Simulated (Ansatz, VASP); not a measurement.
**MgSe in VASP and in Ansatz**

```xyz
2
Lattice="0.0000 2.6230 2.6230 2.6230 0.0000 2.6230 2.6230 2.6230 0.0000" Properties=species:S:1:pos:R:3 pbc="T T T"
Mg    0.0000    0.0000    0.0000
Se    2.6230    2.6230    2.6230
```

Alike in both runs: functional PBE; k mesh 8 × 8 × 8; no spin polarisation.

Ansatz relaxed the structure, and its values are those at the end. VASP's run is a single point on that final structure, the one shown.

|  | VASP | Ansatz |
| --- | --- | --- |
| version | VASP 6.6.1 | Ansatz 0.2.0 |
| potentials or method | VASP PAW PBE potentials, release 64 (Mg, Se) | scalar-relativistic, plane waves, PAW |
| plane-wave cutoff (eV) | 520 | 420 |
| occupations | gaussian, width 0.01 eV | fixed |
| valence electrons in the cell | 8 | 26 |

|  | VASP | Ansatz | Ansatz less VASP |
| --- | --- | --- | --- |
| gap on the k mesh at the Fermi level (eV) | 1.99 | 2.01 | +0.021 |
| least direct gap on the mesh (eV) | 3.44 | 3.45 | +0.005 |
| pressure (GPa) | 11.9 | 12.0 | +0.09 |

The two sets of potentials don't hold the same shells in valence.

A k mesh can miss the band edges. As with any semilocal functional, this PBE gap is likely too small.
